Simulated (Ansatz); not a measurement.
# Au/GaN/NiAl: predicting the conductance of a thicker barrier

**Method.** Ansatz 0.2.0, plane waves with PAW datasets, PBE. Interfaces are relaxed in a short slab (with D3(BJ) where the barrier is layered), set between ideal electrode layers that go on as semi-infinite leads, and the zero-bias conductance G at 300 K comes from T(E) on a typed mesh. The error is the largest of the program's estimates from energy step, mesh, the leads' potential steps and neutrality; its separate bound for narrow resonances between the energies solved isn't counted and can be far larger. The lower electrode is Au (fcc 001), the upper NiAl (B2 001) and the barrier GaN (rock salt 001), on a net of side 2.98 Å; d is the distance between the electrodes' last planes.

What is known so far:

| planes in the barrier | d (Å) | G (S/m²) | error (%) | lead step (meV) |
| --- | --- | --- | --- | --- |
| 2 | 7.13 | 8.77e13 | 10 | 20 |
| 3 | 9.61 | 3.13e13 | 18 | 20 |
| 4 | 12.10 | 1.39e13 | 25 | 20 |
| 5 | 14.58 | 5.00e12 | 29 | 20 |

Q: A further run has 6 planes, d = 17.06 Å. Fit G ∝ exp(−βd) to the rows shown and predict its conductance.

Working: Take y = ln G: 32.11, 31.07, 30.26 and 29.24. The means are d = 10.85 Å and y = 30.67; Σ(Δd Δy) = −11.68 and Σ(Δd)² = 30.85, so the slope is −0.379 Å⁻¹ (β = 0.379 Å⁻¹). At d = 17.06 Å, y = 30.67 − 0.379 × 6.21 = 28.32, or G = 1.99e12 S/m².

**The withheld run.** The run gave 2.70e12 S/m², with an error estimate of 68 % and a lead step of 20 meV. The prediction is 0.738 times that, too low by 26 %. That lies within the runs' own error estimates, carried through the fit.

**Limits.** The interfaces are ideal, one cell wide, strained to a common net and relaxed from one registry with their symmetry kept. PBE's gaps are too small, so true decay constants are likely larger where the Fermi level lies deep in a gap. No spin-orbit coupling, phonons, disorder or image charges enter. The rows shown are chosen by tests on error estimates (under 100 to 120 %), lead steps (under 150 meV, though the program warns over 25), intact interfaces and, for fits, a steady trend in the rows shown; the data set holds 414 series of this kind, and not all pass.
